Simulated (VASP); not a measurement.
# Al (Fm-3m) in VASP: further runs

One crystal, Al, is run at these levels: PBE+D3(BJ); tasks: single point.

All numbers are computed with VASP 6.6.1; they aren't measurements. Logs are shortened: lines on timing, memory, paths and dates and some standing lists are left out, and cuts for length are marked.

## 1. The structure

The structure is cubic, space group Fm-3m (No. 225). The conventional cell has a = 3.982 Å, b = 3.982 Å, c = 3.982 Å, α = 90.00°, β = 90.00°, γ = 90.00°. Around Al (site symmetry m-3m) lie 12 Al at 2.82 Å.

## 2. Single point, PBE+D3(BJ)

INCAR reads:

```
PREC = Accurate
ENCUT = 520
EDIFF = 1E-7
ISMEAR = 0
SIGMA = 0.1
LREAL = F
LASPH = T
NELM = 60
ALGO = Normal
ISIF = 2
LWAVE = F
LCHARG = F
GGA = PE
IVDW = 12
```

KPOINTS reads:

```
Automatic mesh
0
Gamma
  18 18 18
```

POSCAR reads:

```
Al                                      
1.0
    0.0000000000      1.9907736748      1.9907736748
    1.9907736748      0.0000000000      1.9907736748
    1.9907736748      1.9907736748      0.0000000000
  Al            
     1
Direct
     0.0000000000000000    0.0000000000000000    0.0000000000000000
```

Potentials or basis: VASP PAW PBE potentials, release 64 (Al).

The run is started by

```console
$ cat potpaw_PBE.64/Al/POTCAR > POTCAR
$ mpirun -np 1 vasp_std > vasp.out
```

OUTCAR:

```text
PREC = Accurate
   ENCUT = 520
   EDIFF = 1E-7
   ISMEAR = 0
   LREAL = F
   LASPH = T
   NELM = 60
   ISIF = 2
   GGA = PE
   IVDW = 12
 IVDW          = 12

 ion  position               nearest neighbor table
   1  0.000  0.000  0.000-

  LATTYP: Found a face centered cubic cell.
 ALAT       =     3.9815473496

  Lattice vectors:

 A1 = (   0.0000000000,   1.9907736748,   1.9907736748)
 A2 = (   1.9907736748,   0.0000000000,   1.9907736748)
 A3 = (   1.9907736748,   1.9907736748,   0.0000000000)

Analysis of symmetry for initial positions (statically):
=====================================================================
 Subroutine PRICEL returns:
 Original cell was already a primitive cell.

 Routine SETGRP: Setting up the symmetry group for a
 face centered cubic supercell.

 Subroutine GETGRP returns: Found 48 space group operations
 (whereof 48 operations were pure point group operations)
 out of a pool of 48 trial point group operations.

The static configuration has the point symmetry O_h .

Analysis of symmetry for dynamics (positions and initial velocities):
=====================================================================
 Subroutine PRICEL returns:
 Original cell was already a primitive cell.

 Routine SETGRP: Setting up the symmetry group for a
 face centered cubic supercell.

 Subroutine GETGRP returns: Found 48 space group operations
 (whereof 48 operations were pure point group operations)
 out of a pool of 48 trial point group operations.

The dynamic configuration has the point symmetry O_h .

 Subroutine INISYM returns: Found 48 space group operations
 (whereof 48 operations are pure point group operations),
 and found     1 'primitive' translations

----------------------------------------------------------------------------------------

                                     Primitive cell

  volume of cell :      15.7796

  direct lattice vectors                    reciprocal lattice vectors
     0.000000000  1.990773675  1.990773675    -0.251158636  0.251158636  0.251158636
     1.990773675  0.000000000  1.990773675     0.251158636 -0.251158636  0.251158636
     1.990773675  1.990773675  0.000000000     0.251158636  0.251158636 -0.251158636

  length of vectors
     2.815379131  2.815379131  2.815379131     0.435019518  0.435019518  0.435019518

  position of ions in fractional coordinates (direct lattice)
     0.000000000  0.000000000  0.000000000

  ion indices of the primitive-cell ions
   primitive index   ion index
                 1           1

----------------------------------------------------------------------------------------

 KPOINTS: Automatic mesh

Automatic generation of k-mesh.
 Grid dimensions read from file:
 generate k-points for:   18   18   18

 Generating k-lattice:

  Cartesian coordinates                     Fractional coordinates (reciprocal lattice)
    -0.013953258  0.013953258  0.013953258     0.055555556  0.000000000  0.000000000
     0.013953258 -0.013953258  0.013953258     0.000000000  0.055555556  0.000000000
     0.013953258  0.013953258 -0.013953258     0.000000000  0.000000000  0.055555556

  Length of vectors
     0.024167751  0.024167751  0.024167751

  Shift w.r.t. Gamma in fractional coordinates (k-lattice)
     0.000000000  0.000000000  0.000000000

 Subroutine IBZKPT returns following result:
 ===========================================

 Found    195 irreducible k-points:

 Following reciprocal coordinates:
            Coordinates               Weight
  0.000000  0.000000  0.000000      1.000000
  0.055556  0.000000  0.000000      8.000000
  0.111111  0.000000  0.000000      8.000000
  0.166667  0.000000  0.000000      8.000000
  0.222222  0.000000  0.000000      8.000000
  0.277778  0.000000  0.000000      8.000000
[... 16 lines left out ...]
 -0.277778  0.055556  0.000000     24.000000
 -0.222222  0.055556  0.000000     24.000000
 [... further k-points ...]
   k-points           NKPTS =    195   k-points in BZ     NKDIM =    195   number of bands    NBANDS=      5
   number of dos      NEDOS =    301   number of ions     NIONS =      1
   total plane-waves  NPLWV =  13824
   dimension x,y,z NGX =    24 NGY =   24 NGZ =   24
   dimension x,y,z NGXF=    48 NGYF=   48 NGZF=   48
   ions per type =               1
   NGX,Y,Z   is equivalent  to a cutoff of  14.17, 14.17, 14.17 a.u.
   NGXF,Y,Z  is equivalent  to a cutoff of  28.34, 28.34, 28.34 a.u.
 SYSTEM =  unknown system
   PREC   = accura    normal or accurate (medium, high low for compatibility)
   ISTART =      0    job   : 0-new  1-cont  2-samecut
   ICHARG =      2    charge: 1-file 2-atom 10-const
   ISPIN  =      1    spin polarized calculation?
   LNONCOLLINEAR =      F non collinear calculations
   LSORBIT =      F    spin-orbit coupling
   LASPH  =      T    aspherical Exc in radial PAW
   ENCUT  =  520.0 eV  38.22 Ry    6.18 a.u.   5.23  5.23  5.23*2*pi/ulx,y,z
   NELM   =     60;   NELMIN=  2; NELMDL= -5     # of ELM steps
   EDIFF  = 0.1E-06   stopping-criterion for ELM
   LREAL  =      F    real-space projection
   EDIFFG = 0.1E-05   stopping-criterion for IOM
   NSW    =      0    number of steps for IOM
   IBRION =     -1    ionic relax: 0-MD 1-quasi-New 2-CG
   NFREE  =      0    steps in history (QN), initial steepest desc. (CG)
   ISIF   =      2    stress and relaxation
   ISYM   =      2    0-nonsym 1-usesym 2-fastsym
   POTIM  = 0.5000    time-step for ionic-motion
   TEBEG  =    0.0;   TEEND  =   0.0 temperature during run
   PSTRESS=    0.0 pullay stress
   NELECT =       3.0000    total number of electrons
   NUPDOWN=      -1.0000    fix difference up-down
   EMIN   =  10.00;   EMAX   =-10.00  energy-range for DOS
   EFERMI =   0.00;   METHOD = LEGACY
   ISMEAR =     0;   SIGMA  =   0.10  broadening in eV -4-tet -1-fermi 0-gaus
   EFERMI_NEDOS =   21; number of points for ismear=-14 and -15
   IALGO  =     38    algorithm
   IMIX   =      4    mixing-type and parameters
     AMIX     =   0.40;   BMIX     =  1.00
     AMIX_MAG =   1.60;   BMIX_MAG =  1.00
  volume/ion in A,a.u.               =      15.78       106.49
  Fermi-wavevector in a.u.,A,eV,Ry     =   0.941348  1.778889 12.056603  0.886135
  Thomas-Fermi vector in A             =   2.068850
   LORBIT       =      0    0 simple, 1 ext, 2 COOP (PROOUT), +10 PAW based schemes
   GGA     = PE    functional components
   LHFCALC =     F    Hartree Fock is set to
   AEXX    =    0.0000 exact exchange contribution
   IVDW    =    12    specifies the selected vdW correction
   LEPSILON=     F    determine dielectric tensor
   LRPA    =     F    only Hartree local field effects (RPA)
 non-spin polarized calculation
 Gauss-broadening in eV      SIGMA  =   0.10
  energy-cutoff  :      520.00
  volume of cell :       15.78
 maximum number of plane-waves:       444
 NGX is ok and might be reduce to    24
   NGX = 11   NGY = 11   NGZ = 11

 number of electron       3.0000000 magnetization

 Free energy of the ion-electron system (eV)
  ---------------------------------------------------
  ext. energy  EPLUGINS =         0.00000000
  ---------------------------------------------------
  free energy    TOTEN  =        -3.73653474 eV

  energy without entropy =       -3.73359840  energy(sigma->0) =       -3.73506657

 E-fermi :   8.4693     XC(G=0): -10.3591

 val. band max:        8.4684185324   @ k =  -0.4444   0.3333   0.1111
 cond. band min:       8.4942281211   @ k =  -0.2222   0.3889   0.1667
 fundamental gap:      0.0258095887
 Fermi energy:         8.4693310765

 k-point     1 :       0.0000    0.0000    0.0000
  band No.  band energies     occupation
      1      -2.9727      2.00000
      2      21.3438      0.00000
      3      21.3438      0.00000
      4      21.3438      0.00000
      5      23.1804      0.00000

 k-point     2 :       0.0556    0.0000    0.0000
  band No.  band energies     occupation
      1      -2.8863      2.00000
      2      19.8487      0.00000
      3      21.0699      0.00000
      4      21.0699      0.00000
      5      23.5913      0.00000

 k-point     3 :       0.1111    0.0000    0.0000
  band No.  band energies     occupation
      1      -2.6273      2.00000
      2      17.5807      0.00000
      3      20.5846      0.00000
      4      20.5846      0.00000
      5      23.6976      0.00000

 k-point     4 :       0.1667    0.0000    0.0000
  band No.  band energies     occupation
      1      -2.1968      2.00000
      2      15.2887      0.00000
      3      20.1470      0.00000
      4      20.1470      0.00000
      5      23.5099      0.00000

 k-point     5 :       0.2222    0.0000    0.0000
  band No.  band energies     occupation
      1      -1.5964      2.00000
      2      13.0728      0.00000
      3      19.8216      0.00000
      4      19.8216      0.00000
      5      23.3216      0.00000

 k-point     6 :       0.2778    0.0000    0.0000
  band No.  band energies     occupation
      1      -0.8283      2.00000
      2      10.9661      0.00000
      3      19.6266      0.00000
      4      19.6266      0.00000
      5      23.1654      0.00000
[... 113 lines left out ...]
 k-point    21 :      -0.3889    0.0556    0.0000
  band No.  band energies     occupation
      1       1.6728      2.00000
      2       6.6252      2.00000
      3      17.9844      0.00000
      4      20.0737      0.00000
      5      20.9734      0.00000

 k-point    22 :      -0.3333    0.0556    0.0000
  band No.  band energies     occupation
      1       0.5265      2.00000
      2       8.4220      1.49649
      3      17.8559      0.00000
      4      20.7938      0.00000
      5      20.8756      0.00000

 k-point    23 :      -0.2778    0.0556    0.0000
  band No.  band energies     occupation
      1      -0.4601      2.00000
      2      10.3555      0.00000
      3      17.8748      0.00000
      4      20.8332      0.00000
      5      21.7369      0.00000

 k-point    24 :      -0.2222    0.0556    0.0000
  band No.  band energies     occupation
      1      -1.2830      2.00000
      2      12.4150      0.00000
      3      18.0407      0.00000
      4      20.9656      0.00000
      5      22.7638      0.00000

 [... further k-points ...]

------------------------ aborting loop because EDIFF is reached ----------------------------------------

 Edisp (eV)   -0.35231

 E8    (eV) :    -0.1577

  FORCE on cell =-STRESS in cart. coord.  units (eV):
  Direction    XX          YY          ZZ          XY          YZ          ZX
  --------------------------------------------------------------------------------------
  -------------------------------------------------------------------------------------
  Total       0.00055     0.00055     0.00055     0.00000     0.00000    -0.00000
  in kB       0.05556     0.05556     0.05556     0.00000     0.00000    -0.00000
  external pressure =        0.06 kB  Pullay stress =        0.00 kB

 VOLUME and BASIS-vectors are now :
 -----------------------------------------------------------------------------
  energy-cutoff  :      520.00
  volume of cell :       15.78
      direct lattice vectors                 reciprocal lattice vectors
     0.000000000  1.990773675  1.990773675    -0.251158636  0.251158636  0.251158636
     1.990773675  0.000000000  1.990773675     0.251158636 -0.251158636  0.251158636
     1.990773675  1.990773675  0.000000000     0.251158636  0.251158636 -0.251158636

 POSITION                                       TOTAL-FORCE (eV/Angst)
 -----------------------------------------------------------------------------------
      0.00000      0.00000      0.00000         0.000000     -0.000000     -0.000000
 -----------------------------------------------------------------------------------
    total drift:                               -0.000000      0.000000     -0.000000

  FREE ENERGIE OF THE ION-ELECTRON SYSTEM (eV)
  ---------------------------------------------------
  free  energy   TOTEN  =        -4.0888485523 eV

  energy  without entropy=       -4.0859122092  energy(sigma->0) =       -4.08738038
```

Wall time 14 s (1 thread of AMD EPYC 7R13 (Zen 3), shared host); peak memory 0.12 GiB.

Results:

| Item | Value |
| --- | --- |
| Free energy | -4.0888 eV |
| Pressure | 0.0 GPa |
| Band gap on the k mesh | none (metal or under the smearing width) |
| Dispersion energy per atom | -0.352 eV |

Caveat: pairwise dispersion overbinds metals, which lowers pressure and volume.

## 3. Single point, PBE+D3(BJ) (a relaxed cell with its volume scaled by 0.97)

INCAR is that of step 2.

KPOINTS is that of step 2.

POSCAR reads:

```
Al                                      
1.0
    0.0000000000      1.9706634749      1.9706634749
    1.9706634749      0.0000000000      1.9706634749
    1.9706634749      1.9706634749      0.0000000000
  Al            
     1
Direct
     0.0000000000000000    0.0000000000000000    0.0000000000000000
```

Potentials or basis: VASP PAW PBE potentials, release 64 (Al).

The run is started by

```console
$ cat potpaw_PBE.64/Al/POTCAR > POTCAR
$ mpirun -np 1 vasp_std > vasp.out
```

OUTCAR:

```text
PREC = Accurate
   ENCUT = 520
   EDIFF = 1E-7
   ISMEAR = 0
   LREAL = F
   LASPH = T
   NELM = 60
   ISIF = 2
   GGA = PE
   IVDW = 12
 IVDW          = 12

 ion  position               nearest neighbor table
   1  0.000  0.000  0.000-

  LATTYP: Found a face centered cubic cell.
 ALAT       =     3.9413269498

  Lattice vectors:

 A1 = (   0.0000000000,   1.9706634749,   1.9706634749)
 A2 = (   1.9706634749,   0.0000000000,   1.9706634749)
 A3 = (   1.9706634749,   1.9706634749,   0.0000000000)

Analysis of symmetry for initial positions (statically):
=====================================================================
 Subroutine PRICEL returns:
 Original cell was already a primitive cell.

 Routine SETGRP: Setting up the symmetry group for a
 face centered cubic supercell.

 Subroutine GETGRP returns: Found 48 space group operations
 (whereof 48 operations were pure point group operations)
 out of a pool of 48 trial point group operations.

The static configuration has the point symmetry O_h .

Analysis of symmetry for dynamics (positions and initial velocities):
=====================================================================
[... 159 lines left out ...]

 val. band max:        8.7953918510   @ k =  -0.3333   0.3889   0.0556
 cond. band min:       8.8039115159   @ k =  -0.2222   0.3889   0.1667
 fundamental gap:      0.0085196649
 Fermi energy:         8.8035578600

 k-point     1 :       0.0000    0.0000    0.0000
  band No.  band energies     occupation
      1      -2.8573      2.00000
      2      21.8508      0.00000
      3      21.8508      0.00000
      4      21.8508      0.00000
      5      23.9304      0.00000
[... 177 lines left out ...]
 k-point    24 :      -0.2222    0.0556    0.0000
  band No.  band energies     occupation
      1      -1.1338      2.00000
      2      12.8165      0.00000
      3      18.5679      0.00000
      4      21.5361      0.00000
      5      23.3881      0.00000

 [... further k-points ...]

------------------------ aborting loop because EDIFF is reached ----------------------------------------

 Edisp (eV)   -0.36367

 E8    (eV) :    -0.1628

  FORCE on cell =-STRESS in cart. coord.  units (eV):
  Direction    XX          YY          ZZ          XY          YZ          ZX
  --------------------------------------------------------------------------------------
  -------------------------------------------------------------------------------------
  Total       0.26780     0.26780     0.26780    -0.00000     0.00000    -0.00000
  in kB      28.03232    28.03232    28.03232    -0.00000     0.00000    -0.00000
  external pressure =       28.03 kB  Pullay stress =        0.00 kB

 VOLUME and BASIS-vectors are now :
 -----------------------------------------------------------------------------
  energy-cutoff  :      520.00
  volume of cell :       15.31
      direct lattice vectors                 reciprocal lattice vectors
     0.000000000  1.970663475  1.970663475    -0.253721656  0.253721656  0.253721656
     1.970663475  0.000000000  1.970663475     0.253721656 -0.253721656  0.253721656
     1.970663475  1.970663475  0.000000000     0.253721656  0.253721656 -0.253721656

 POSITION                                       TOTAL-FORCE (eV/Angst)
 -----------------------------------------------------------------------------------
      0.00000      0.00000      0.00000        -0.000000     -0.000000     -0.000000
 -----------------------------------------------------------------------------------
    total drift:                               -0.000000      0.000000      0.000000

  FREE ENERGIE OF THE ION-ELECTRON SYSTEM (eV)
  ---------------------------------------------------
  free  energy   TOTEN  =        -4.0848043022 eV

  energy  without entropy=       -4.0820422263  energy(sigma->0) =       -4.08342326
```

OSZICAR:

```text
N       E                     dE             d eps       ncg     rms          rms(c)
DAV:   1    -0.147568034662E+01   -0.14757E+01   -0.88806E+02  2055   0.334E+02
DAV:   2    -0.372521430149E+01   -0.22495E+01   -0.21157E+01  2490   0.319E+01
DAV:   3    -0.374514637320E+01   -0.19932E-01   -0.19917E-01  2575   0.359E+00
DAV:   4    -0.374519756588E+01   -0.51193E-04   -0.51192E-04  2555   0.184E-01
DAV:   5    -0.374519792036E+01   -0.35448E-06   -0.35476E-06  2695   0.130E-02    0.144E+00
DAV:   6    -0.373128289577E+01    0.13915E-01   -0.12970E-03  2255   0.277E-01    0.839E-01
DAV:   7    -0.372113752706E+01    0.10145E-01   -0.39858E-03  2255   0.451E-01    0.161E-01
DAV:   8    -0.372113538051E+01    0.21465E-05   -0.22054E-05  2510   0.514E-02    0.184E-02
DAV:   9    -0.372113358025E+01    0.18003E-05   -0.96783E-07  2440   0.740E-03    0.108E-03
DAV:  10    -0.372113334485E+01    0.23540E-06   -0.48772E-09  1975   0.838E-04    0.123E-03
DAV:  11    -0.372113327421E+01    0.70640E-07   -0.23270E-10  1280   0.154E-04
   1 F= -.40848043E+01 E0= -.40834233E+01  d E =-.276208E-02
```

It took 12 s on 1 thread of AMD EPYC 7R13 (Zen 3), shared host; peak memory 0.12 GiB.

Results:

- Free energy: -4.0848 eV
- Pressure: 2.8 GPa
- Band gap on the k mesh: none (metal or under the smearing width)
- Dispersion energy per atom: -0.364 eV

Caveat: pairwise dispersion overbinds metals, which lowers pressure and volume.

## 4. Single point, PBE+D3(BJ) (a relaxed cell with its volume scaled by 1.03)

INCAR is that of step 3.

KPOINTS is that of step 3.

POSCAR reads:

```
Al                                      
1.0
    0.0000000000      2.0104855872      2.0104855872
    2.0104855872      0.0000000000      2.0104855872
    2.0104855872      2.0104855872      0.0000000000
  Al            
     1
Direct
     0.0000000000000000    0.0000000000000000    0.0000000000000000
```

The run is started by

```console
$ cat potpaw_PBE.64/Al/POTCAR > POTCAR
$ mpirun -np 1 vasp_std > vasp.out
```

It took 13 s on 1 thread of AMD EPYC 7R13 (Zen 3), shared host; peak memory 0.12 GiB.

The run converged. Its results:

```
Free energy                : -4.0853 eV
Pressure                   : -2.3 GPa
Band gap on the k mesh     : none (metal or under the smearing width)
Dispersion energy per atom : -0.342 eV
```

Levels at points of the mesh, in eV from the Fermi level:
| k point | band 1 | band 2 | band 3 | band 4 | band 5 |
| --- | --- | --- | --- | --- | --- |
| (0.00, 0.00, 0.00) | -11.23 | 12.71 | 12.71 | 12.71 | 14.32 |
| (0.50, 0.00, 0.00) | -4.65 | -4.39 | 11.54 | 11.54 | 11.58 |
| (0.50, 0.50, 0.00) | -2.95 | -1.60 | 5.27 | 5.67 | 5.67 |

Caveat: pairwise dispersion overbinds metals, which lowers pressure and volume.

## 5. Overview

| cell | gap on the mesh (eV) | pressure (GPa) |
| --- | --- | --- |
| as given | none | 0.0 |
| a relaxed cell with its volume scaled by 0.97 | none | 2.8 |
| a relaxed cell with its volume scaled by 1.03 | none | -2.3 |

Alike in all rows: task single point; level PBE+D3(BJ); potentials or basis VASP PAW PBE potentials, release 64 (Al); no spin polarisation; k mesh 18 × 18 × 18; cutoff (eV) 520; smearing gaussian 0.1 eV.

Caveats: pairwise dispersion overbinds metals, which lowers pressure and volume.

Absolute energies hang on the potentials; compare differences alone.
